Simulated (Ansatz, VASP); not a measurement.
**Two plane-wave programs on Re**

```
Re
1.0
     2.76864    0.00000    0.00000
     0.00000    2.76864    0.00000
     0.00000    0.00000   17.91545
Re
3
Cartesian
  1.3843 1.3843 7.0000
  0.0000 0.0000 8.8617
  1.3843 1.3843 10.7239
```

Alike in both runs: functional PBE; k mesh 10 × 10 × 1; occupations gaussian, width 0.1 eV; no spin polarisation.

Ansatz relaxed the structure, and its values are those at the end. VASP's run is a single point on that final structure, the one shown.

```csv
,VASP,Ansatz
version,VASP 6.6.1,Ansatz 0.2.0
potentials or method,"VASP PAW PBE potentials, release 64 (Re)","scalar-relativistic, plane waves, PAW"
plane-wave cutoff (eV),520,420
valence electrons in the cell,21,45
```

Ansatz gave:

- gap on the k mesh at the Fermi level (eV): none
- rms of the force components (eV/Å): 0.002

Q: Which values does VASP return?

A: gap on the k mesh at the Fermi level (eV): none; rms of the force components (eV/Å): 0.014.

A gap of «none» marks a metal or a gap that the smearing closes. The functional is the same, so the differences come from potentials, cutoffs and numerics. The two sets of potentials don't hold the same shells in valence. Ansatz warned: «xc_potential_rough_in_thin_density».

Spin-orbit coupling is left out, which matters for the levels of Re.
